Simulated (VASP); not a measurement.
Input of a VASP 6.6.1 run:

Contents of INCAR:

```
PREC = Accurate
ENCUT = 520
EDIFF = 1E-6
ISMEAR = 0
SIGMA = 0.1
LREAL = F
LASPH = T
NELM = 100
ALGO = Normal
ISIF = 2
LWAVE = F
LCHARG = F
LDIPOL = T
IDIPOL = 3
DIPOL = 0.5 0.5 0.294
GGA = PE
NBANDS = 13
```

KPOINTS

```
Automatic mesh
0
Gamma
  18 18 1
```

File POSCAR:

```
Pb
1.0
    3.2981079497     -0.0000002294      0.0000000000
   -1.6490537762      2.8562453835      0.0000000000
    0.0000000000      0.0000000000     23.8000000000
Pb
1
Direct
    0.0000000000      0.0000000000      0.2941176471
```

Potentials or basis: VASP PAW PBE potentials, release 64 (Pb_d).

Run with:

```console
$ cat potpaw_PBE.64/Pb_d/POTCAR > POTCAR
$ mpirun -np 1 vasp_std > vasp.out
```

(1) Estimate the band gap on the k mesh.

## Answers

(1) none (metal or under the smearing width).
